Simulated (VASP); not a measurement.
# C (P6_3/mmc) in VASP: phonons with PBE+D3(BJ)

Aim: the phonons of C with PBE+D3(BJ).

Everything below comes from runs of VASP 6.6.1. Logs are shortened: lines on timing, memory, paths and dates and some standing lists are left out, and cuts for length are marked.

### Step 1. The structure

Symmetry: P6_3/mmc, No. 194, hexagonal system. Conventional cell: a = 2.456 Å, b = 2.456 Å, c = 6.696 Å, α = 90.00°, β = 90.00°, γ = 120.00°. C (site symmetry -6m2) has 3 C at 1.42 Å as nearest neighbours. C (site symmetry -6m2) is surrounded by 3 C at 1.42 Å.

### Step 2. Phonons, PBE+D3(BJ)

The input, POSCAR:

```
C
1.0
    2.4560000000      0.0000000000      0.0000000000
   -1.2280000000      2.1269583900      0.0000000000
    0.0000000000      0.0000000000      6.6960000000
C
4
Direct
    0.0000000000      0.0000000000      0.7500000000
    0.0000000000      0.0000000000      0.2500000000
    0.3333333300      0.6666666700      0.7500000000
    0.6666666700      0.3333333300      0.2500000000
```

The input, INCAR.step1:

```
PREC = Accurate
ENCUT = 600
EDIFF = 1E-8
ISMEAR = 0
SIGMA = 0.02
LREAL = F
LASPH = T
NELM = 60
ALGO = Fast
ISIF = 3
LWAVE = F
LCHARG = F
GGA = PE
IVDW = 12
IBRION = 2
NSW = 40
EDIFFG = -0.002
```

The input, INCAR.step2:

```
PREC = Accurate
ENCUT = 600
EDIFF = 1E-8
ISMEAR = 0
SIGMA = 0.02
LREAL = F
LASPH = T
NELM = 60
ALGO = Fast
ISIF = 2
LWAVE = F
LCHARG = F
GGA = PE
IVDW = 12
IBRION = 6
NFREE = 2
POTIM = 0.015
NSW = 1
```

The input, KPOINTS:

```
Automatic mesh
0
Gamma
  12 12 4
```

Potentials or basis: VASP PAW PBE potentials, release 64 (C).

Started as:

```
> cat potpaw_PBE.64/C/POTCAR > POTCAR
> cp INCAR.step1 INCAR
> mpirun -np 1 vasp_std > vasp.out
> cp CONTCAR POSCAR
> cp INCAR.step2 INCAR
> mpirun -np 1 vasp_std > vasp.out
```

OUTCAR:

```text
PREC = Accurate
   ENCUT = 600
   EDIFF = 1E-8
   ISMEAR = 0
   LREAL = F
   LASPH = T
   NELM = 60
   ISIF = 2
   GGA = PE
   IVDW = 12
   IBRION = 6
   NFREE = 2
   POTIM = 0.015
   NSW = 1
 IVDW          = 12

 ion  position               nearest neighbor table
   1  0.000  0.000  0.750-   3 1.42   3 1.42   3 1.42
   2  0.000  0.000  0.250-   4 1.42   4 1.42   4 1.42
   3  0.333  0.667  0.750-   1 1.42   1 1.42   1 1.42
   4  0.667  0.333  0.250-   2 1.42   2 1.42   2 1.42

  LATTYP: Found a hexagonal cell.
 ALAT       =     2.4653398360
 C/A-ratio  =     2.7063092973

  Lattice vectors:

 A1 = (   2.4653398360,   0.0000000000,   0.0000000000)
 A2 = (  -1.2326699180,   2.1350469252,   0.0000000000)
 A3 = (   0.0000000000,   0.0000000000,   6.6719721190)

Analysis of symmetry for initial positions (statically):
=====================================================================
 Subroutine PRICEL returns:
 Original cell was already a primitive cell.

 Routine SETGRP: Setting up the symmetry group for a
 hexagonal supercell.

 Subroutine GETGRP returns: Found 24 space group operations
 (whereof 12 operations were pure point group operations)
 out of a pool of 24 trial point group operations.

The static configuration has the point symmetry D_3d.
 The point group associated with its full space group is D_6h.

Analysis of symmetry for dynamics (positions and initial velocities):
=====================================================================
 Subroutine PRICEL returns:
 Original cell was already a primitive cell.

 Routine SETGRP: Setting up the symmetry group for a
 hexagonal supercell.

 Subroutine GETGRP returns: Found 24 space group operations
 (whereof 12 operations were pure point group operations)
 out of a pool of 24 trial point group operations.

The dynamic configuration has the point symmetry D_3d.
 The point group associated with its full space group is D_6h.

 Subroutine INISYM returns: Found 24 space group operations
 (whereof 12 operations are pure point group operations),
 and found     1 'primitive' translations

----------------------------------------------------------------------------------------

                                     Primitive cell

  volume of cell :      35.1187

  direct lattice vectors                    reciprocal lattice vectors
     2.465339836  0.000000000  0.000000000     0.405623592  0.234186890  0.000000000
    -1.232669918  2.135046925  0.000000000     0.000000000  0.468373781  0.000000000
     0.000000000  0.000000000  6.671972119     0.000000000  0.000000000  0.149880722

  length of vectors
     2.465339836  2.465339834  6.671972119     0.468373780  0.468373781  0.149880722

  position of ions in fractional coordinates (direct lattice)
     0.000000000  0.000000000  0.750000000
     0.000000000  0.000000000  0.250000000
     0.333333330  0.666666670  0.750000000
     0.666666670  0.333333330  0.250000000

  ion indices of the primitive-cell ions
   primitive index   ion index
                 1           1
                 2           2
                 3           3
                 4           4

----------------------------------------------------------------------------------------

 KPOINTS: Automatic mesh

Automatic generation of k-mesh.
 Grid dimensions read from file:
 generate k-points for:   12   12    4

 Generating k-lattice:

  Cartesian coordinates                     Fractional coordinates (reciprocal lattice)
     0.033801966  0.019515574  0.000000000     0.083333333  0.000000000  0.000000000
     0.000000000  0.039031148  0.000000000     0.000000000  0.083333333  0.000000000
     0.000000000  0.000000000  0.037470181     0.000000000  0.000000000  0.250000000

  Length of vectors
     0.039031148  0.039031148  0.037470181

  Shift w.r.t. Gamma in fractional coordinates (k-lattice)
     0.000000000  0.000000000  0.000000000

 Subroutine IBZKPT returns following result:
 ===========================================

 Found     57 irreducible k-points:

 Following reciprocal coordinates:
            Coordinates               Weight
  0.000000  0.000000  0.000000      1.000000
  0.083333  0.000000  0.000000      6.000000
  0.166667 -0.000000  0.000000      6.000000
  0.250000  0.000000  0.000000      6.000000
  0.333333 -0.000000  0.000000      6.000000
  0.416667  0.000000  0.000000      6.000000
[... 16 lines left out ...]
  0.250000  0.000000  0.250000     12.000000
  0.333333 -0.000000  0.250000     12.000000
 [... further k-points ...]
   k-points           NKPTS =     57   k-points in BZ     NKDIM =     57   number of bands    NBANDS=     12
   number of dos      NEDOS =    301   number of ions     NIONS =      4
   total plane-waves  NPLWV =  21600
   dimension x,y,z NGX =    20 NGY =   20 NGZ =   54
   dimension x,y,z NGXF=    40 NGYF=   40 NGZF=  108
   ions per type =               4
   NGX,Y,Z   is equivalent  to a cutoff of  13.49, 13.49, 13.46 a.u.
   NGXF,Y,Z  is equivalent  to a cutoff of  26.97, 26.97, 26.91 a.u.
 SYSTEM =  unknown system
   PREC   = accura    normal or accurate (medium, high low for compatibility)
   ISTART =      0    job   : 0-new  1-cont  2-samecut
   ICHARG =      2    charge: 1-file 2-atom 10-const
   ISPIN  =      1    spin polarized calculation?
   LNONCOLLINEAR =      F non collinear calculations
   LSORBIT =      F    spin-orbit coupling
   LASPH  =      T    aspherical Exc in radial PAW
   ENCUT  =  600.0 eV  44.10 Ry    6.64 a.u.   4.92  4.92 13.33*2*pi/ulx,y,z
   NELM   =     60;   NELMIN=  2; NELMDL=  0     # of ELM steps
   EDIFF  = 0.1E-07   stopping-criterion for ELM
   LREAL  =      F    real-space projection
   EDIFFG = 0.1E-06   stopping-criterion for IOM
   NSW    =     85    number of steps for IOM
   IBRION =      6    ionic relax: 0-MD 1-quasi-New 2-CG
   NFREE  =      2    steps in history (QN), initial steepest desc. (CG)
   ISIF   =      2    stress and relaxation
   ISYM   =      2    0-nonsym 1-usesym 2-fastsym
   POTIM  = 0.0150    time-step for ionic-motion
   TEBEG  =    0.0;   TEEND  =   0.0 temperature during run
   PSTRESS=    0.0 pullay stress
   NELECT =      16.0000    total number of electrons
   NUPDOWN=      -1.0000    fix difference up-down
   EMIN   =  10.00;   EMAX   =-10.00  energy-range for DOS
   EFERMI =   0.00;   METHOD = LEGACY
   ISMEAR =     0;   SIGMA  =   0.02  broadening in eV -4-tet -1-fermi 0-gaus
   EFERMI_NEDOS =   21; number of points for ismear=-14 and -15
   IALGO  =     68    algorithm
   IMIX   =      4    mixing-type and parameters
     AMIX     =   0.40;   BMIX     =  1.00
     AMIX_MAG =   1.60;   BMIX_MAG =  1.00
  volume/ion in A,a.u.               =       8.78        59.25
  Fermi-wavevector in a.u.,A,eV,Ry     =   1.259704  2.380496 21.590479  1.586855
  Thomas-Fermi vector in A             =   2.393251
   LORBIT       =      0    0 simple, 1 ext, 2 COOP (PROOUT), +10 PAW based schemes
   GGA     = PE    functional components
   LHFCALC =     F    Hartree Fock is set to
   AEXX    =    0.0000 exact exchange contribution
   IVDW    =    12    specifies the selected vdW correction
   LEPSILON=     F    determine dielectric tensor
   LRPA    =     F    only Hartree local field effects (RPA)
 finite differences with symmetry
 non-spin polarized calculation
 RMM-DIIS sequential band-by-band and
 Gauss-broadening in eV      SIGMA  =   0.02
  energy-cutoff  :      600.00
  volume of cell :       35.12
 maximum number of plane-waves:      1203
 NGX is ok and might be reduce to    20
   NGX =  9   NGY =  9   NGZ = 27

--------------------------------------- Ionic step        1  -------------------------------------------

 number of electron      16.0000001 magnetization

 Free energy of the ion-electron system (eV)
  ---------------------------------------------------
  ext. energy  EPLUGINS =         0.00000000
  ---------------------------------------------------
  free energy    TOTEN  =       -36.84223025 eV

  energy without entropy =      -36.84192491  energy(sigma->0) =      -36.84207758

------------------------ aborting loop because EDIFF is reached ----------------------------------------

 Edisp (eV)   -0.62958

 E8    (eV) :    -0.1785
[... 327 lines left out ...]
--------------------------------------- Ionic step        9  -------------------------------------------

 number of electron      16.0000001 magnetization

 Free energy of the ion-electron system (eV)
  ---------------------------------------------------
  ext. energy  EPLUGINS =         0.00000000
  ---------------------------------------------------
  free energy    TOTEN  =       -36.84033236 eV

  energy without entropy =      -36.84002872  energy(sigma->0) =      -36.84018054

 E-fermi :   4.7170     XC(G=0): -10.3618

 val. band max:        4.7125803021   @ k =   0.3333   0.3333   0.5000
 cond. band min:       4.7174482499   @ k =   0.3333   0.3333   0.2500
 fundamental gap:      0.0048679479
 Fermi energy:         4.7170192871

 k-point     1 :       0.0000    0.0000    0.0000
  band No.  band energies     occupation
      1     -14.9304      2.00000
      2     -14.6169      2.00000
      3      -3.8108      2.00000
      4      -1.7861      2.00000
      5       1.7071      2.00000
      6       1.7071      2.00000
      7       1.7268      2.00000
      8       1.7268      2.00000
      9       9.0592      0.00000
     10      13.0424      0.00000
     11      13.0591      0.00000
     12      13.0971      0.00000
[... 331 lines left out ...]
 k-point    24 :       0.3333   -0.0000    0.2500
  band No.  band energies     occupation
      1     -12.2830      2.00000
      2     -12.0957      2.00000
      3      -4.9309      2.00000
      4      -4.8315      2.00000
      5      -1.0477      2.00000
      6      -1.0085      2.00000
      7      -0.4806      2.00000
      8       0.7414      2.00000
      9       9.3074      0.00000
     10       9.9872      0.00000
     11      12.3069      0.00000
     12      12.4911      0.00000

 [... further k-points ...]

------------------------ aborting loop because EDIFF is reached ----------------------------------------

 Edisp (eV)   -0.62959

 E8    (eV) :    -0.1785
[... 27 lines left out ...]
  FREE ENERGIE OF THE ION-ELECTRON SYSTEM (eV)
  ---------------------------------------------------
  free  energy   TOTEN  =       -37.4699194408 eV

  energy  without entropy=      -37.4696158034  energy(sigma->0) =      -37.46976762

 INTERNAL STRAIN TENSORS FROM DISPLACED ATOMS
 ============================================

 INTERNAL STRAIN TENSOR FOR ION    1 for displacements in x,y,z  (eV/Angst):
          X           Y           Z          XY          YZ          ZX
  --------------------------------------------------------------------------------
  x    -0.00000     0.00000     0.00000    -8.54697     0.00000     0.00000
  y    -8.54697     8.54697     0.00000     0.00000     0.00000     0.00000
  z    -0.00000     0.00000     0.00000     0.00000     0.00000     0.00000

 INTERNAL STRAIN TENSOR FOR ION    4 for displacements in x,y,z  (eV/Angst):
          X           Y           Z          XY          YZ          ZX
  --------------------------------------------------------------------------------
  x     0.00000     0.00000     0.00000    -8.96677     0.00000     0.00000
  y    -8.96677     8.96677     0.00000     0.00000     0.00000     0.00000
  z    -0.00000    -0.00000     0.00000     0.00000     0.00000     0.00000

 Eigenvectors and eigenvalues of the dynamical matrix
 ----------------------------------------------------

   1 f  =   45.549679 THz   286.197077 2PiTHz 1519.373761 cm-1   188.378253 meV
             X         Y         Z           dx          dy          dz
      0.000000  0.000000  5.003979     0.500036   -0.000000    0.000000
      0.000000  0.000000  1.667993     0.500036   -0.000000    0.000000
     -0.000000  1.423365  5.003979    -0.499964    0.000000   -0.000000
      1.232670  0.711682  1.667993    -0.499964    0.000000    0.000000
[... 71 lines left out ...]
  12 f/i=    1.452378 THz     9.125557 2PiTHz   48.446099 cm-1     6.006548 meV
             X         Y         Z           dx          dy          dz
      0.000000  0.000000  5.003979    -0.499154   -0.000083    0.000000
      0.000000  0.000000  1.667993     0.499154    0.000083    0.000000
     -0.000000  1.423365  5.003979    -0.500845   -0.000083    0.000000
      1.232670  0.711682  1.667993     0.500845    0.000083    0.000000

 ELASTIC MODULI CONTR FROM IONIC RELAXATION (kBar)
 Direction    XX          YY          ZZ          XY          YZ          ZX
 --------------------------------------------------------------------------------
 XX        -137.7975    137.7975      0.0000      0.0000      0.0000      0.0000
 YY         137.7975   -137.7975     -0.0000     -0.0000      0.0000      0.0000
 ZZ           0.0000     -0.0000     -0.0000     -0.0000      0.0000      0.0000
 XY           0.0000     -0.0000     -0.0000   -137.7975      0.0000      0.0000
 YZ           0.0000      0.0000      0.0000      0.0000      0.0000      0.0000
 ZX           0.0000      0.0000      0.0000      0.0000      0.0000      0.0000
 --------------------------------------------------------------------------------
```

Wall time 4.2 min (1 thread of Intel Xeon 6975P-C (Granite Rapids), shared host); peak memory 0.3 GiB.

What came out:

* Relaxed volume: 8.78 Å³/atom
* Relaxed cell: a = 2.465 Å, b = 2.465 Å, c = 6.672 Å, α = 90.00°, β = 90.00°, γ = 120.00°
* Space group after relaxing (to 0.05 Å): P6_3/mmc (No. 194)
* Highest phonon frequency at Γ: 1519 cm⁻¹
* Most unstable mode: 48i cm⁻¹
* Dispersion energy per atom: -0.157 eV

Step by step:
```tsv
step	energy change (eV)	largest force (eV/Å)	pressure (GPa)	volume (Å³)
1	0.0000	0.0000	3.36	34.98
2	0.0218	0.0000	-8.02	35.91
3	-0.0043	0.0000	-0.09	35.25
4	-0.0043	0.0000	-0.02	35.24
5	-0.0043	0.0000	-0.02	35.23
6	-0.0043	0.0000	0.00	35.19
7	-0.0044	0.0000	0.01	35.12
```

Final structure:
```yaml
crystal:
  lattice:
    - [2.46534, 0.00000, 0.00000]
    - [-1.23267, 2.13505, 0.00000]
    - [0.00000, 0.00000, 6.67197]
  atoms:
    - { symbol: C, position: [0.00000, 0.00000, 0.75000] }
    - { symbol: C, position: [0.00000, 0.00000, 0.25000] }
    - { symbol: C, position: [0.33333, 0.66667, 0.75000] }
    - { symbol: C, position: [0.66667, 0.33333, 0.25000] }
```

Phonon frequencies in cm⁻¹ (negative: imaginary):
| q point | frequencies |
| --- | --- |
| (0.000, 0.000, 0.000) | -48 -48 0 0 0 92 855 869 1516 1516 1519 1519 |

Caveat: some modes are imaginary.
